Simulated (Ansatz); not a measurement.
Bulk crystal (Ti) after relaxation:

```
CELL_PARAMETERS angstrom
2.93846 0.00000 0.00000
-1.46923 2.54478 0.00000
0.00000 0.00000 4.65063
ATOMIC_POSITIONS crystal
Ti 0.33333 0.66667 0.25000
Ti 0.66667 0.33333 0.75000
```

Miller indices refer to the conventional cell of P6_3/mmc (No. 194), a = 2.938 Å, b = 2.938 Å, c = 4.651 Å, α = 90.00°, β = 90.00°, γ = 120.00°.

Computed with Ansatz, DFT PBE, scalar-relativistic, plane waves, PAW. Cutoff 420 eV, Gaussian smearing of 0.10 eV, no spin polarisation. A dipole correction acts along the normal.

A relaxed slab with low-index faces, about a nanometre thick, has these properties:

```
Surface energy (mean of both faces) : 1.97 J/m²
Work function                       : 4.46 eV
```

(1) Which low-index plane was cut?

## Answers

(1) The (001) plane.